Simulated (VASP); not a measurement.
Mg11Sb8 (a cell with a defect): single point with PBE

The system is Mg11Sb8 (a cell with a defect).

```
Mg Sb
1.0
     9.23364    0.00000    0.00000
    -4.61682    7.99657    0.00000
     0.00000    0.00000    7.29905
Mg Sb
11 8
Direct
  0.16430 0.33690 0.63812
  0.33348 0.16756 0.36475
  0.00146 0.00152 0.99823
  0.16437 0.82901 0.63812
  0.34961 0.67557 0.37740
  0.00031 0.50093 0.97153
  0.67201 0.33680 0.63812
  0.82551 0.15156 0.37742
  0.49964 0.00152 0.99840
  0.82563 0.67548 0.37744
  0.49963 0.49963 0.99831
  0.16469 0.33639 0.23155
  0.33348 0.16754 0.77427
  0.16480 0.82995 0.23154
  0.34360 0.67257 0.77698
  0.67106 0.33630 0.23154
  0.82863 0.15776 0.77699
  0.66699 0.83418 0.20056
  0.82871 0.67247 0.77702
```

```json
{
  "Program": "VASP 6.6.1",
  "Task": "single point",
  "Functional": "PBE",
  "Potentials or basis": "VASP PAW PBE potentials, release 64 (Mg, Sb)",
  "Cutoff": "520 eV",
  "k mesh": "2 × 2 × 2",
  "Occupations": "fermi-dirac, width 0.1 eV",
  "Spin": "no spin polarisation"
}
```

* Pressure: -1.2 GPa
* Largest force: 0.019 eV/Å
* Band gap on the k mesh: none (metal or under the smearing width)

Forces on the atoms (eV/Å):
```
Mg  -0.001  0.000 -0.004
Mg  -0.001  0.000  0.005
Mg   0.002  0.002 -0.003
Mg   0.000  0.000 -0.004
Mg  -0.003 -0.002  0.004
Mg   0.000  0.001  0.000
Mg   0.000 -0.001 -0.004
Mg   0.000  0.004  0.005
Mg  -0.002  0.002 -0.004
Mg   0.003 -0.001  0.004
Mg   0.000 -0.001 -0.003
Sb  -0.005  0.004 -0.014
Sb   0.000  0.004  0.016
Sb   0.001 -0.013 -0.013
Sb   0.006  0.001  0.012
Sb   0.008  0.004 -0.014
Sb   0.000 -0.008  0.011
Sb  -0.001  0.004 -0.003
Sb  -0.005  0.001  0.011
```

Stress tensor (GPa, compression positive):
```
-1.35  0.00  0.00
 0.00 -1.35  0.00
 0.00  0.00 -1.04
```

Levels at points of the mesh, in eV from the Fermi level:
```
           k point  band 27  band 28  band 29  band 30  band 31  band 32  band 33  band 34  band 35  band 36
(0.00, 0.00, 0.00)    -0.46    -0.22    -0.22     0.13     0.13     0.48     0.81     0.81     1.03     1.46
(0.50, 0.00, 0.00)    -1.01    -1.00    -0.21    -0.13    -0.04     0.07     1.25     1.37     1.59     1.74
(0.00, 0.50, 0.00)    -1.01    -1.00    -0.21    -0.13    -0.04     0.07     1.25     1.37     1.59     1.74
(0.50, 0.50, 0.00)    -1.01    -1.00    -0.21    -0.13    -0.04     0.07     1.25     1.37     1.59     1.74
(0.00, 0.00, 0.50)    -0.90    -0.75    -0.28    -0.28    -0.08    -0.08     0.84     0.84     1.17     1.93
(0.50, 0.00, 0.50)    -0.83    -0.76    -0.70    -0.65    -0.31    -0.30     1.46     1.48     2.06     2.16
(0.00, 0.50, 0.50)    -0.83    -0.76    -0.70    -0.65    -0.31    -0.30     1.46     1.48     2.06     2.16
(0.50, 0.50, 0.50)    -0.83    -0.76    -0.70    -0.65    -0.31    -0.30     1.46     1.48     2.06     2.16
```

It took 3.5 min on 1 thread of Intel(R) Xeon(R) 6975P-C (Granite Rapids), on a shared host, peak memory 0.61 GiB.

Caveat: the k mesh is coarse (spacing up to 0.43 Å⁻¹), so the values aren't converged. Spin-orbit coupling is left out, which matters for the levels of Sb.
